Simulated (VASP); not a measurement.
**Pd: single point with PBE**

Slab: Pd, a slab with vacuum.

```
CELL_PARAMETERS angstrom
2.78768 0.00000 0.00000
-1.39384 2.41420 0.00000
0.00000 0.00000 26.38066
ATOMIC_POSITIONS crystal
Pd 0.66667 0.33333 0.28430
Pd 0.33333 0.66667 0.37058
Pd 0.00000 0.00000 0.45686
Pd 0.66667 0.33333 0.54314
Pd 0.33333 0.66667 0.62942
Pd 0.00000 0.00000 0.71570
```

The slab is cut from a database's or a generator's crystal, which needn't be the stable form of the element.

The cell isn't the ideal one: (1 1 1) slab cut from the bulk.

```
Program             : VASP 6.6.1
Task                : single point
Functional          : PBE
Potentials or basis : VASP PAW PBE potentials, release 64 (Pd)
Cutoff              : 520 eV
k mesh              : 15 × 15 × 1
Occupations         : gaussian, width 0.1 eV
Spin                : no spin polarisation
```

| Item | Value |
| --- | --- |
| Largest force | 0.091 eV/Å |
| Band gap on the k mesh | none (metal or under the smearing width) |

Forces in eV/Å, atoms in the order of the input:
```
Pd   0.000  0.000 -0.033
Pd   0.000  0.000  0.091
Pd   0.000  0.000 -0.022
Pd   0.000  0.000  0.022
Pd   0.000  0.000 -0.091
Pd   0.000  0.000  0.033
```

Levels at points of the mesh, in eV from the Fermi level:
| k point | band 25 | band 26 | band 27 | band 28 | band 29 | band 30 | band 31 | band 32 | band 33 | band 34 |
| --- | --- | --- | --- | --- | --- | --- | --- | --- | --- | --- |
| (0.00, 0.00, 0.00) | -1.12 | -1.12 | -0.91 | -0.91 | -0.66 | -0.56 | -0.56 | -0.21 | -0.21 | -0.05 |

Run time: 5.7 min on 1 thread of Intel(R) Xeon(R) Platinum 8559C (Emerald Rapids), with other jobs on the host, peak memory 0.39 GiB.
